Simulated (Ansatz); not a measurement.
**AlN (4H polytype): zone-centre phonons and dielectric response**

Perturbation theory with PBEsol in the PAW code Ansatz on the PBEsol cell, ground state and force constants on a 9×9×2 mesh. Spin-unpolarised throughout. Whether this structure exists isn't addressed.

The symmetry is P6_3mc (No. 186, hexagonal); a = 3.103 Å, c = 10.049 Å in the conventional setting, 10.48 Å³ an atom. Around Al lie 4 N at 1.89–1.90 Å; around N lie 4 Al at 1.90 Å; around N lie 4 Al at 1.89 Å.

```cif
data_structure
_symmetry_space_group_name_H-M 'P6_3mc'
_symmetry_Int_Tables_number 186
_cell_length_a 3.1033
_cell_length_b 3.1033
_cell_length_c 10.0492
_cell_angle_alpha 90.000
_cell_angle_beta 90.000
_cell_angle_gamma 120.000
_cell_volume 83.81
loop_
_atom_site_label
_atom_site_type_symbol
_atom_site_symmetry_multiplicity
_atom_site_Wyckoff_symbol
_atom_site_fract_x
_atom_site_fract_y
_atom_site_fract_z
_atom_site_occupancy
Al1 Al 2 a 0.00000 0.00000 0.99870 1
Al2 Al 2 b 0.33333 0.66667 0.24981 1
N1 N 2 a 0.00000 0.00000 0.18824 1
N2 N 2 b 0.33333 0.66667 0.43825 1
```

Optical modes without the longitudinal term:
```json
{"ω (cm⁻¹)": "162", "degeneracy": "2", "IR intensity, summed over the level ((D/Å)²/amu)": "0.00"}
{"ω (cm⁻¹)": "170", "degeneracy": "2", "IR intensity, summed over the level ((D/Å)²/amu)": "0.00"}
{"ω (cm⁻¹)": "228", "degeneracy": "2", "IR intensity, summed over the level ((D/Å)²/amu)": "0.01"}
{"ω (cm⁻¹)": "348", "degeneracy": "1", "IR intensity, summed over the level ((D/Å)²/amu)": "0.00"}
{"ω (cm⁻¹)": "358", "degeneracy": "1", "IR intensity, summed over the level ((D/Å)²/amu)": "0.00"}
{"ω (cm⁻¹)": "555", "degeneracy": "1", "IR intensity, summed over the level ((D/Å)²/amu)": "2.98"}
{"ω (cm⁻¹)": "632", "degeneracy": "1", "IR intensity, summed over the level ((D/Å)²/amu)": "64.83"}
{"ω (cm⁻¹)": "645", "degeneracy": "2", "IR intensity, summed over the level ((D/Å)²/amu)": "3.81"}
{"ω (cm⁻¹)": "646", "degeneracy": "2", "IR intensity, summed over the level ((D/Å)²/amu)": "0.00"}
{"ω (cm⁻¹)": "653", "degeneracy": "2", "IR intensity, summed over the level ((D/Å)²/amu)": "0.00"}
{"ω (cm⁻¹)": "655", "degeneracy": "2", "IR intensity, summed over the level ((D/Å)²/amu)": "125.14"}
{"ω (cm⁻¹)": "715", "degeneracy": "1", "IR intensity, summed over the level ((D/Å)²/amu)": "0.51"}
{"ω (cm⁻¹)": "814", "degeneracy": "1", "IR intensity, summed over the level ((D/Å)²/amu)": "0.00"}
{"ω (cm⁻¹)": "824", "degeneracy": "1", "IR intensity, summed over the level ((D/Å)²/amu)": "0.00"}
```

All optical modes at Γ are real, from 162 to 824 cm⁻¹ without the longitudinal term; this says nothing of other wave vectors. With the long-range field the highest mode reaches 887 cm⁻¹. The program warns that the force constants, and all that is formed from them, aren't settled on this k mesh. Of the real levels 6 are infrared active, the strongest at 655 cm⁻¹.

ε∞: 4.58 along x and y, 4.71 along z. With the ions relaxed, ε⁰ is 8.4 along x and y, 9.1 along z. Born charges, averaged over directions: Al +2.54 to +2.59, N -2.56 e.

For comparison, on the r2SCAN cell the mean ε∞ is 4.24 with r2SCAN (ground state on 9×9×2; least gap 4.67 eV), 4.56 with PBE (ground state on 9×9×2; least gap 4.04 eV).
